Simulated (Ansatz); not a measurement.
Computed with DFT PBEsol, scalar-relativistic, plane waves, PAW (Ansatz).

Plane waves to 420 eV, a k mesh through Γ of 6×6×2 on the computed 4-atom cell and Gaussian smearing (0.02 eV); no spin polarisation.

```xyz
4
Lattice="2.9016 -3.0154 -0.1193 2.9016 3.0154 -0.1193 -2.9295 0.0000 20.8074" Properties=species:S:1:pos:R:3 pbc="T T T"
Pb    1.4843    0.0331   19.3392
Pb    1.3895    0.0331    1.2296
S    -1.3694   -0.1556   19.4261
S     4.2432   -0.1556    1.1427
```

Q: Is this geometry at equilibrium? Which atom feels the largest force?

A: It isn't. Atom 1 (Pb) feels (-0.07, -0.07, -0.55) eV/Å, 0.560 eV/Å in size, and symmetry-related atoms feel the same size.

Q: Give all forces and the stress.

A:
```
atom Fx Fy Fz
 Pb1  -0.072  -0.067  -0.551
 Pb2   0.072  -0.067   0.551
  S3  -0.374   0.067  -0.189
  S4   0.374   0.067   0.189
```
Stress (GPa, compression positive):
```
 0.92  0.00  0.48
 0.00 -0.21  0.00
 0.48  0.00  0.83
```

Spin–orbit coupling is left out, which can shift energies with elements as heavy as these. The cell holds layers, and where no dispersion correction was added their binding is poorly described.

This form isn't the usual stable structure of the compound.